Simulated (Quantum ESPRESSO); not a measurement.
The system is As.

```xyz
4
Lattice="1.8250 -5.5000 0.0000 1.8250 5.5000 0.0000 0.0000 0.0000 4.4700" Properties=species:S:1:pos:R:3 pbc="T T T"
As    1.8250    1.2100    2.5032
As    1.8250   -4.2900    4.2018
As    1.8250   -1.2100    1.9668
As    1.8250    4.2900    0.2682
```

This isn't the form of As at room conditions, which is rhombohedral.

| Quantity | Value |
| --- | --- |
| Program | Quantum ESPRESSO 7.5 |
| Task | single point |
| Functional | PBEsol |
| Potentials or basis | GBRV 1.5 PBEsol |
| Cutoff | 612 eV |
| Density cutoff | 4898 eV |
| k mesh | 8 × 8 × 6 |
| Occupations | fermi-dirac, width 0.05 eV |
| Spin | no spin polarisation |

On this cell: pressure 0.2 GPa; largest force 0.122 eV/Å; band gap on the k mesh none (metal or under the smearing width).

The same run follows on a disturbed copy (atoms moved at random, drawn with an rms of 0.05 Å):

```
CELL_PARAMETERS angstrom
1.82500 -5.50000 0.00000
1.82500 5.50000 0.00000
0.00000 0.00000 4.47000
ATOMIC_POSITIONS crystal
As 0.37537 0.60335 0.55866
As 0.88654 0.10528 0.93966
As 0.61829 0.39250 0.43957
As 0.11427 0.89248 0.05694
```

**Question.** What does the disturbed cell give?

**Answer.** The energy (extrapolated to zero smearing) moves by +3.6 meV/atom; pressure -0.8 GPa; largest force 0.395 eV/Å; band gap on the k mesh none (metal or under the smearing width).

Forces in eV/Å, atoms in the order of the input:
```
As   0.192 -0.339  0.064
As  -0.103  0.133 -0.036
As  -0.087  0.342 -0.133
As  -0.002 -0.136  0.105
```

Stress tensor (GPa, compression positive):
```
 0.57  0.45 -0.49
 0.45 -1.44  0.11
-0.49  0.11 -1.42
```
